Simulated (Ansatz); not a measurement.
# CuO (Tenorite) (C2/c) in Ansatz: a series of runs

One crystal, CuO (Tenorite), is run at these levels: r2SCAN+U, SVWN5; tasks: band structure, single point, equation of state.

All numbers are computed with Ansatz 0.2.0; they aren't measurements. Logs are shortened: lines on timing, memory, paths and dates and some standing lists are left out, and cuts for length are marked.

### 1 The crystal as given

The structure is monoclinic, space group C2/c (No. 15). The conventional cell has a = 4.684 Å, b = 3.423 Å, c = 5.129 Å, α = 90.00°, β = 99.54°, γ = 90.00°. Around Cu (site symmetry -1) lie 4 O at 1.95 to 1.96 Å. O (site symmetry 2) is surrounded by 4 Cu at 1.95 to 1.96 Å.

### 2 Band structure, r2SCAN+U

File input.yaml:

```yaml
crystal:
  lattice:
    - [2.34185, -1.7113, 0.0]
    - [2.34185, 1.7113, 0.0]
    - [-0.8500274268, 0.0, 5.0578693947]
  atoms:
    - { symbol: Cu, position: [0.5, 0.0, 0.5] }
    - { symbol: Cu, position: [0.0, 0.5, 0.0] }
    - { symbol: O, position: [0.4184, 0.5816, 0.75] }
    - { symbol: O, position: [0.5816, 0.4184, 0.25] }
hamiltonian:
  xc: r2scan
  pseudopotentials: { kind: paw }
  hubbard: { sites: [{ species: Cu, l: d, u_eff: 4.5 }] }
kpoints:
  mp_grid: { grid: [10, 10, 5] }
  band_path:
    path:
      - [[0.0, 0.0, 0.0], [-0.5, -0.5, 0.0], [-0.5247847702, -0.5247847702, 0.3275098836], [-0.5, -0.5, 0.5], [-0.6335075857, -0.3664924143, 0.5]]
      - [[-0.3664924143, 0.3664924143, 0.5], [0.0, 0.0, 0.5], [-0.4752152298, -0.4752152298, 0.6724901164]]
      - [[-0.5, -0.5, 0.0], [-0.612731633, -0.387268367, 0.0]]
      - [[-0.387268367, 0.387268367, 0.0], [0.0, 0.0, 0.0], [-0.5, 0.0, 0.0]]
      - [[-0.5, 0.0, 0.5], [0.0, 0.0, 0.0]]
    npoints: 14
scf:
  occupations: { method: fermi_dirac, width: 0.05 }
  n_extra_bands: 10
output:
  forces: true
  stress: true
  eigenvalues: true
  fatbands: true
  write_density: true
  write_potential: true
  elf: true
  volumetric_format: npy
```

Potentials or basis: Ansatz PAW.

Command:

```sh
$ ansatz run input.yaml --threads 2 --pin off --max-ram 5120MiB --backend cpu --events-out ev --progress --plain --runs-dir out
```

The program printed:

```text
Warning: RAYON_NUM_THREADS=2 ignored (pool sized by the plan → 2); use --threads N
Cu: projections on atomic orbitals take those of the free atom [Ne] 3s2 3p6 3d10 4s1, of charge +0.00 (hamiltonian.pseudopotentials.projection_atoms); the dataset's partial waves leave at most 2.0e-6 of an orbital's norm unspanned inside its sphere
O: projections on atomic orbitals take those of the free atom [He] 2s2 2p4, of charge +0.00 (hamiltonian.pseudopotentials.projection_atoms); the dataset's partial waves leave at most 1.9e-8 of an orbital's norm unspanned inside its sphere
scf.n_extra_bands = 10 over 25 filled bands (N_el = 50.0): the run solves 35 bands
Engine: ansatz 0.2.0, aarch64-unknown-linux-gnu
Pseudopotentials: kind: paw
Pseudopotential: Cu, paw, valence charge 19, recommended cutoff 500 eV (meta_gga), Cu.paw.azcp
Pseudopotential: O, paw, valence charge 6, recommended cutoff 500 eV (meta_gga), O.paw.azcp
Functional definition: r2SCAN
  parameter k0 = 0.174
  parameter k1 = 0.065
  parameter a1 = 4.9479
  exchange = r2scan_x(k0 = k0, k1 = k1, a1 = a1)
  correlation = r2scan_c
Crystal: 4 atoms, lattice volume = 40.540 Å³
Basis set: ecut = 500 eV, 1031 PW (Γ), exchange–correlation on 96×96×160 points (64 copies of the dense FFT grid, shifted against one another)
Bands: 35, of which v1, the nominal top of the filled ones, is band 25 counted from 1 (24 counted from 0)
Symmetry: 4 space group operations
Space group: C2/c (ITA 15), of the structure as read, at distance tolerance 3.4e-5 Å
k-points: 141 of 500
Non-local potential: Cu, projectors of the file, l = 0: 3, l = 1: 2, l = 2: 3, l = 3: 1
Non-local potential: O, projectors of the file, l = 0: 2, l = 1: 2, l = 2: 1
PAW form: soft (Blöchl's): semilocal exchange-correlation on the pseudo side does not see the compensation charge
PAW frozen core: Cu, regenerated for the run's functional (the file was generated under x = pbe(κ = 0.804, μ = 0.2195149727645171), c = pbe(β = 0.06672455060314922))
PAW frozen core: O, regenerated for the run's functional (the file was generated under x = pbe(κ = 0.804, μ = 0.2195149727645171), c = pbe(β = 0.06672455060314922))
PAW one-centre angular grid: Cu, 590 points (default); XC on 160 Gauss nodes
PAW one-centre angular grid: O, 302 points (default); XC on 160 Gauss nodes
Initial density: superposition of atomic densities (chi_scale 0.1, normalization cell, long waves of neutral atoms under a Hubbard term (reshape's long-wave potential 0.00 eV rms, cloud 1.98 Å wide))
Initial wavefunctions: pseudopotential atomic-orbital guess
Functional: x = r2scan, c = r2scan; τ floored in thin density (d = 2e-4 eV/Å³)
SCF iter   1: F=—  HF=-14394.829834 eV  |F-HF|=—  |Δ(HF+E_count)|=         —  Δρ=9.27e-2  dr2=2.18e0  dr2_τ=1.30e-2  ethr=3.10e-3  ⟨swp⟩=5.1  Hψ=18346  notcnv=0  defer=57
preconditioner: auto → Kerker (q_TF=auto, 2.825 Å⁻¹)  [metal: Δε(μ)=0.016 eV  Ē_g=18.092 eV  σ=0.050 eV  W_gap=0.08  n_scr=20 (ndim 8)  ℏωp=34.0 eV  f_vac=0.000  D(μ)=1.83/eV (n_scr^D=20)]
SCF iter   2: F=—  HF=-14394.970747 eV  |F-HF|=—  |Δ(HF+E_count)|=   1.41e-1  Δρ=6.50e-2  dr2=7.66e-1  dr2_τ=6.95e-2  ethr=3.10e-3  ⟨swp⟩=2.7  Hψ=9730  notcnv=0  defer=457
SCF iter   3: F=—  HF=-14394.967525 eV  |F-HF|=—  |Δ(HF+E_count)|=   3.22e-3  Δρ=2.58e-2  dr2=8.18e-2  dr2_τ=6.04e-3  ethr=1.53e-3  ⟨swp⟩=2.0  Hψ=8793  notcnv=0  defer=457
SCF iter   4: F=—  HF=-14395.157549 eV  |F-HF|=—  |Δ(HF+E_count)|=   1.90e-1  Δρ=1.94e-2  dr2=6.79e-2  dr2_τ=2.35e-3  ethr=1.64e-4  ⟨swp⟩=2.0  Hψ=7826  notcnv=0  defer=457
SCF iter   5: F=—  HF=-14395.182208 eV  |F-HF|=—  |Δ(HF+E_count)|=   2.47e-2  Δρ=2.38e-3  dr2=2.27e-3  dr2_τ=4.87e-4  ethr=1.36e-4  ⟨swp⟩=2.0  Hψ=8204  notcnv=0  defer=457
SCF iter   6: F=—  HF=-14395.182739 eV  |F-HF|=—  |Δ(HF+E_count)|=   5.31e-4  Δρ=1.51e-3  dr2=3.66e-4  dr2_τ=3.94e-5  ethr=4.55e-6  ⟨swp⟩=2.0  Hψ=7419  notcnv=0  defer=457
SCF iter   7: F=—  HF=-14395.183083 eV  |F-HF|=—  |Δ(HF+E_count)|=   3.45e-4  Δρ=4.59e-4  dr2=4.07e-5  dr2_τ=3.56e-6  ethr=7.32e-7  ⟨swp⟩=2.0  Hψ=8012  notcnv=0  defer=457
SCF iter   8: F=—  HF=-14395.183107 eV  |F-HF|=—  |Δ(HF+E_count)|=   2.39e-5  Δρ=8.59e-5  dr2=3.04e-6  dr2_τ=1.56e-7  ethr=8.15e-8  ⟨swp⟩=2.0  Hψ=6542  notcnv=0  defer=457
SCF iter   9: F=—  HF=-14395.183108 eV  |F-HF|=—  |Δ(HF+E_count)|=   8.87e-7  Δρ=2.31e-5  dr2=1.70e-7  dr2_τ=1.02e-8  ethr=6.07e-9  ⟨swp⟩=2.0  Hψ=6718  notcnv=0  defer=457
SCF iter  10: F=-14395.183108 eV  HF=-14395.183108 eV  |F-HF|=2.29e-10  |Δ(HF+E_count)|=   2.52e-8  Δρ=4.28e-6  dr2=6.49e-9  dr2_τ=1.62e-10  ethr=2.00e-10  ⟨swp⟩=11.2  Hψ=30889  notcnv=0
SCF 1 converged in 10 iterations: F = -14395.183108 eV  dr2 = 6.49e-9
NSCF: frozen V_eff on 145 k-points
SCF converged after 10 iterations
Free energy (F): -14395.183108 eV
Harris-Foulkes:  -14395.183108 eV  (|F-HF|=2.29e-10)
Internal energy: -14395.166389 eV  (E = F + TS)
E sigma→0 (E₀):  -14395.174748 eV
Entropy (-TS):   -0.016719 eV (-4.180 meV/atom)
Fermi energy:    11.530631 eV
--- Per-component energies (eV) ---
  E_band       = -945.877500
  E_kinetic    = 945.459970
  E_local      = -9704.931942  (includes V_loc(G=0)·N_el)
  E_nonlocal   = 897.364481
  E_hartree    = 4222.369038
  E_xc         = -310.892620
  E_vxc        = -454.406934  (∫ρ·V_xc dr)
  E_hubbard    = 1.864392  (on-site DFT+U / exact-exchange correction)
  E_vhub       = -38.960172  (the Hubbard potential's part of the band-sum identity)
  E_paw        = -3681.408105  (= ΣΔE_a)
  E_vpaw       = -1065.451528  (= ΣTr[D̂ρ^β])
  E_aug_tail   = 0.002428  (compensation charges beyond the density's cutoff)
  E_vtau       = 30.313710  (kinetic-family band-sum trace: ∫τ·v_τ [+ j·A + Jᵃ·Aᵃ] dr)
  E_ewald      = -6764.327933
  E_core_change = -0.666098  (= ΣΔE_core)
  E_smearing   = -0.016719  (= −TS)
  E_closure    = 0.000000  (closes the sum)
  Σ components = -14395.183108   (vs F -14395.183108, Δ=0.00e0)
--- Forces (eV/Å), atoms counted from 1 ---
  atom   1  Cu     0.00000000     0.00000000     0.00000000
  atom   2  Cu     0.00000000     0.00000000     0.00000000
  atom   3  O     -0.00000000    -0.17564500     0.00000000
  atom   4  O      0.00000000     0.17564500    -0.00000000
  max |Σ_I F_I| component: 2.78e-17 eV/Å
--- Stress (GPa, compression-positive) ---
        0.633714      -0.000000      -0.926949
       -0.000000       1.442858       0.000000
       -0.926939       0.000000      -0.248715
  P = ⅓ Tr σ = 0.6093 GPa (6.093 kbar)
--- Band table (eV; the first three rows and the last of 141) ---
  k-point 0: bands = ["-104.0165", "-104.0157", "-59.9874", "-59.9869", "-59.9839", "-59.9745", "-59.5946", "-59.5941", "-9.2582", "-7.9483", "3.0806", "5.5626", "5.8030", "6.8374", "7.0965", "7.2344", "7.4051", "7.7460", "7.8378", "7.9951", "8.5190", "8.5613", "8.8051", "9.0004", "11.7360", "12.5509", "13.8709", "18.5383", "20.6793", "26.0730", "28.4217", "29.0926", "29.4523", "29.8241", "30.9646"]
[... 3 lines left out ...]
Occupation matrices written to <dir>
```

bands.tsv:

```text
# k_distance	band_0	band_1	band_2	band_3	band_4	band_5	band_6	band_7	band_8	band_9	band_10	band_11	band_12	band_13	band_14	band_15	band_16	band_17	band_18	band_19	band_20	band_21	band_22	band_23	band_24	band_25	band_26	band_27	band_28	band_29	band_30	band_31	band_32	band_33	band_34
[... 170 lines left out ...]
9.330970	-115.547159	-115.546316	-71.518028	-71.517528	-71.514536	-71.505128	-71.125227	-71.124725	-20.788794	-19.478906	-8.450014	-5.968072	-5.727630	-4.693273	-4.434180	-4.296229	-4.125509	-3.784676	-3.692818	-3.535542	-3.011605	-2.969322	-2.725547	-2.530277	0.205330	1.020297	2.340248	7.007637	9.148642	14.542328	16.891039	17.561991	17.921690	18.293421	19.434011
```

Run time: 26 s. Hardware: 2 threads of Arm Neoverse V1, shared host; peak memory 0.67 GiB.

What came out:

```
Free energy            : -14395.1831 eV
Pressure               : 0.6 GPa
Largest force          : 0.176 eV/Å
Band gap on the k mesh : none (metal or under the smearing width)
```

Forces on the atoms (eV/Å):
```
Cu   0.000  0.000  0.000
Cu   0.000  0.000  0.000
O    0.000 -0.176  0.000
O    0.000  0.176  0.000
```

Stress tensor (GPa, compression positive):
```
 0.63  0.00 -0.93
 0.00  1.44  0.00
-0.93  0.00 -0.25
```

Levels at the corners of the path, in eV from the Fermi level:
```csv
point,band 22,band 23,band 24,band 25,band 26,band 27,band 28,band 29
Γ,-2.97,-2.73,-2.53,0.21,1.02,2.34,7.01,9.15
Y,-3.53,-2.21,-2.07,-1.07,1.18,4.25,8.16,9.53
F,-2.67,-2.36,-1.93,-0.84,0.24,5.16,7.13,9.78
L,-2.66,-2.08,-2.08,-0.42,-0.42,6.15,6.15,10.12
I,-2.78,-2.39,-2.39,-0.33,-0.33,6.78,6.78,10.21
I1,-2.78,-2.39,-2.39,-0.33,-0.33,6.78,6.78,10.21
Z,-3.15,-2.04,-2.04,0.32,0.32,4.68,4.68,12.81
F1,-2.67,-2.36,-1.93,-0.84,0.24,5.16,7.13,9.78
Y,-3.53,-2.21,-2.07,-1.07,1.18,4.25,8.16,9.53
X1,-3.09,-2.28,-2.08,-1.51,1.00,5.74,8.20,8.78
X,-3.09,-2.28,-2.08,-1.51,1.00,5.74,8.20,8.78
Γ,-2.97,-2.73,-2.53,0.21,1.02,2.34,7.01,9.15
N,-2.60,-2.37,-2.02,0.08,0.33,5.81,7.32,7.89
M,-2.99,-2.74,-2.62,-0.21,0.79,6.02,7.51,9.08
Γ,-2.97,-2.73,-2.53,0.21,1.02,2.34,7.01,9.15
```

Eigenvalues of the final occupation matrices:
```tsv
site	spin	trace	eigenvalues
site 1	1	4.74	0.78 0.98 0.99 1.00 1.00
site 2	1	4.74	0.78 0.98 0.99 1.00 1.00
```

Caveat: the run has no spin polarisation, though such a crystal can be magnetic; U without spin polarisation on a metal has little footing; the PAW data sets come from PBE, with cores solved anew for the run's functional, which leaves a small shift of forces and pressure.

### 3 Single point, SVWN5, 9.53 Å³/atom (volume scaled by 0.94)

File input.yaml:

```yaml
crystal:
  lattice:
    - [2.2940437287, -1.6763657078, 0.0]
    - [2.2940437287, 1.6763657078, 0.0]
    - [-0.8326750593, 0.0, 4.9546185987]
  atoms:
    - { symbol: Cu, position: [0.5, 0.0, 0.5] }
    - { symbol: Cu, position: [0.0, 0.5, 0.0] }
    - { symbol: O, position: [0.4184, 0.5816, 0.75] }
    - { symbol: O, position: [0.5816, 0.4184, 0.25] }
hamiltonian:
  xc: { exchange: slater, correlation: vwn5 }
  pseudopotentials: { kind: paw }
kpoints:
  mp_grid: { grid: [10, 10, 5] }
scf:
  occupations: { method: fermi_dirac, width: 0.05 }
output:
  forces: true
  stress: true
  eigenvalues: true
```

Potentials or basis: Ansatz PAW.

Command:

```sh
$ ansatz run input.yaml --threads 2 --pin off --max-ram 5120MiB --backend cpu --events-out ev --progress --plain --runs-dir out
```

Wall time 4.5 s (2 threads of Arm Neoverse V1, shared host); peak memory 0.39 GiB.

Results (log left out):

- Free energy: -14220.0000 eV
- Pressure: 1.9 GPa
- Largest force: 0.275 eV/Å
- Band gap on the k mesh: none (metal or under the smearing width)

Caveat: the pressure holds a Pulay correction of +1.0 GPa for the finite cutoff; the run has no spin polarisation, though such a crystal can be magnetic; semilocal functionals often make such compounds metallic where correlation or magnetic order opens a gap, which also shifts bond lengths; the PAW data sets come from PBE, with cores solved anew for the run's functional, which leaves a small shift of forces and pressure.

### 4 Single point, SVWN5, 9.73 Å³/atom (volume scaled by 0.96)

Edit input.yaml of step 3 so:

```diff
@@ -2,5 +2,5 @@
   lattice:
-    - [2.2940437287, -1.6763657078, 0.0]
-    - [2.2940437287, 1.6763657078, 0.0]
-    - [-0.8326750593, 0.0, 4.9546185987]
+    - [2.3101994985, -1.6881714891, 0.0]
+    - [2.3101994985, 1.6881714891, 0.0]
+    - [-0.8385391614, 0.0, 4.9895114286]
   atoms:
@@ -21 +21,5 @@
   eigenvalues: true
+  write_density: true
+  write_potential: true
+  elf: true
+  volumetric_format: npy
```

Command:

```sh
$ ansatz run input.yaml --threads 2 --pin off --max-ram 5120MiB --backend cpu --events-out ev --progress --plain --runs-dir out
```

Run time: 6.3 s. Hardware: 2 threads of Arm Neoverse V1, shared host; peak memory 0.4 GiB.

Results (log left out):

- Free energy: -14219.9986 eV
- Pressure: -2.4 GPa
- Largest force: 0.347 eV/Å
- Band gap on the k mesh: none (metal or under the smearing width)

Caveat: the pressure holds a Pulay correction of +1.0 GPa for the finite cutoff; the run has no spin polarisation, though such a crystal can be magnetic; semilocal functionals often make such compounds metallic where correlation or magnetic order opens a gap, which also shifts bond lengths; the PAW data sets come from PBE, with cores solved anew for the run's functional, which leaves a small shift of forces and pressure.

### 5 Single point, SVWN5, 9.93 Å³/atom (volume scaled by 0.98)

Edit input.yaml of step 4 so:

```diff
@@ -2,5 +2,5 @@
   lattice:
-    - [2.3101994985, -1.6881714891, 0.0]
-    - [2.3101994985, 1.6881714891, 0.0]
-    - [-0.8385391614, 0.0, 4.9895114286]
+    - [2.3261324123, -1.699814419, 0.0]
+    - [2.3261324123, 1.699814419, 0.0]
+    - [-0.8443223728, 0.0, 5.0239229397]
   atoms:
@@ -21,5 +21 @@
   eigenvalues: true
-  write_density: true
-  write_potential: true
-  elf: true
-  volumetric_format: npy
```

Command:

```sh
$ ansatz run input.yaml --threads 2 --pin off --max-ram 5120MiB --backend cpu --events-out ev --progress --plain --runs-dir out
```

Wall time 4.7 s (2 threads of Arm Neoverse V1, shared host); peak memory 0.39 GiB.

Results (log left out):

```yaml
Free_energy: -14219.9764 eV
Pressure: -6.3 GPa
Largest_force: 0.414 eV/Å
Band_gap_on_the_k_mesh: none (metal or under the smearing width)
```

Caveat: the pressure holds a Pulay correction of +1.0 GPa for the finite cutoff; the run has no spin polarisation, though such a crystal can be magnetic; semilocal functionals often make such compounds metallic where correlation or magnetic order opens a gap, which also shifts bond lengths; the PAW data sets come from PBE, with cores solved anew for the run's functional, which leaves a small shift of forces and pressure.

### 6 Single point, SVWN5, 10.13 Å³/atom

Edit input.yaml of step 5 so:

```diff
@@ -2,5 +2,5 @@
   lattice:
-    - [2.3261324123, -1.699814419, 0.0]
-    - [2.3261324123, 1.699814419, 0.0]
-    - [-0.8443223728, 0.0, 5.0239229397]
+    - [2.34185, -1.7113, 0.0]
+    - [2.34185, 1.7113, 0.0]
+    - [-0.8500274268, 0.0, 5.0578693947]
   atoms:
```

Potentials or basis: Ansatz PAW.

Command:

```sh
$ ansatz run input.yaml --threads 2 --pin off --max-ram 5120MiB --backend cpu --events-out ev --progress --plain --runs-dir out
```

It took 4.7 s on 2 threads of Arm Neoverse V1, shared host; peak memory 0.4 GiB.

It converged, with:

```
Free energy            : -14219.9357 eV
Pressure               : -9.7 GPa
Largest force          : 0.474 eV/Å
Band gap on the k mesh : none (metal or under the smearing width)
```

Caveat: the pressure holds a Pulay correction of +0.9 GPa for the finite cutoff; the run has no spin polarisation, though such a crystal can be magnetic; semilocal functionals often make such compounds metallic where correlation or magnetic order opens a gap, which also shifts bond lengths; the PAW data sets come from PBE, with cores solved anew for the run's functional, which leaves a small shift of forces and pressure.

### 7 Single point, SVWN5, 10.34 Å³/atom (volume scaled by 1.02)

Edit input.yaml of step 6 so:

```diff
@@ -2,5 +2,5 @@
   lattice:
-    - [2.34185, -1.7113, 0.0]
-    - [2.34185, 1.7113, 0.0]
-    - [-0.8500274268, 0.0, 5.0578693947]
+    - [2.3573593924, -1.7226334429, 0.0]
+    - [2.3573593924, 1.7226334429, 0.0]
+    - [-0.8556569116, 0.0, 5.0913661947]
   atoms:
```

Command:

```sh
$ ansatz run input.yaml --threads 2 --pin off --max-ram 5120MiB --backend cpu --events-out ev --progress --plain --runs-dir out
```

It took 4.8 s on 2 threads of Arm Neoverse V1, shared host; peak memory 0.4 GiB.

The run converged. Its results:

| Property | Result |
| --- | --- |
| Free energy | -14219.8787 eV |
| Pressure | -12.8 GPa |
| Largest force | 0.530 eV/Å |
| Band gap on the k mesh | none (metal or under the smearing width) |

Caveat: the pressure holds a Pulay correction of +0.9 GPa for the finite cutoff; the run has no spin polarisation, though such a crystal can be magnetic; semilocal functionals often make such compounds metallic where correlation or magnetic order opens a gap, which also shifts bond lengths; the PAW data sets come from PBE, with cores solved anew for the run's functional, which leaves a small shift of forces and pressure.

### 8 Single point, SVWN5, 10.54 Å³/atom (volume scaled by 1.04)

Edit input.yaml of step 7 so:

```diff
@@ -2,5 +2,5 @@
   lattice:
-    - [2.3573593924, -1.7226334429, 0.0]
-    - [2.3573593924, 1.7226334429, 0.0]
-    - [-0.8556569116, 0.0, 5.0913661947]
+    - [2.3726673498, -1.7338196878, 0.0]
+    - [2.3726673498, 1.7338196878, 0.0]
+    - [-0.861213281, 0.0, 5.1244279405]
   atoms:
```

Command:

```sh
$ ansatz run input.yaml --threads 2 --pin off --max-ram 5120MiB --backend cpu --events-out ev --progress --plain --runs-dir out
```

It took 4.9 s on 2 threads of Arm Neoverse V1, shared host; peak memory 0.4 GiB.

It converged, with:

```
Free energy            : -14219.8072 eV
Pressure               : -15.5 GPa
Largest force          : 0.580 eV/Å
Band gap on the k mesh : none (metal or under the smearing width)
```

Caveat: the pressure holds a Pulay correction of +0.9 GPa for the finite cutoff; the run has no spin polarisation, though such a crystal can be magnetic; semilocal functionals often make such compounds metallic where correlation or magnetic order opens a gap, which also shifts bond lengths; the PAW data sets come from PBE, with cores solved anew for the run's functional, which leaves a small shift of forces and pressure.

### 9 Single point, SVWN5, 10.74 Å³/atom (volume scaled by 1.06)

Edit input.yaml of step 8 so:

```diff
@@ -2,5 +2,5 @@
   lattice:
-    - [2.3726673498, -1.7338196878, 0.0]
-    - [2.3726673498, 1.7338196878, 0.0]
-    - [-0.861213281, 0.0, 5.1244279405]
+    - [2.3877802882, -1.744863423, 0.0]
+    - [2.3877802882, 1.744863423, 0.0]
+    - [-0.8666988638, 0.0, 5.157068489]
   atoms:
```

Potentials or basis: Ansatz PAW.

Command:

```sh
$ ansatz run input.yaml --threads 2 --pin off --max-ram 5120MiB --backend cpu --events-out ev --progress --plain --runs-dir out
```

Run time: 5 s. Hardware: 2 threads of Arm Neoverse V1, shared host; peak memory 0.4 GiB.

Results (log left out):

* Free energy: -14219.7229 eV
* Pressure: -17.8 GPa
* Largest force: 0.627 eV/Å
* Band gap on the k mesh: none (metal or under the smearing width)

Caveat: the pressure holds a Pulay correction of +0.9 GPa for the finite cutoff; the run has no spin polarisation, though such a crystal can be magnetic; semilocal functionals often make such compounds metallic where correlation or magnetic order opens a gap, which also shifts bond lengths; the PAW data sets come from PBE, with cores solved anew for the run's functional, which leaves a small shift of forces and pressure.

### 10 Equation of state, SVWN5

Potentials or basis: Ansatz PAW.

This step only gathers the single runs of the series.

What came out:

| Property | Result |
| --- | --- |
| Equilibrium volume | 9.61 Å³/atom |
| Bulk modulus at fixed shape and positions | 209 GPa |
| Pressure derivative of the bulk modulus | 4.7 |

Energy against volume, from the lowest point:
```tsv
volume (Å³/atom)	energy (meV/atom)
9.527	0.00
9.730	0.33
9.932	5.90
10.135	16.06
10.338	30.31
10.540	48.18
10.743	69.26
```

Caveat: the cell was scaled at fixed shape and fractional positions, which overstates the stiffness of a crystal with free parameters, most of all of layers and chains; the run has no spin polarisation, though such a crystal can be magnetic.
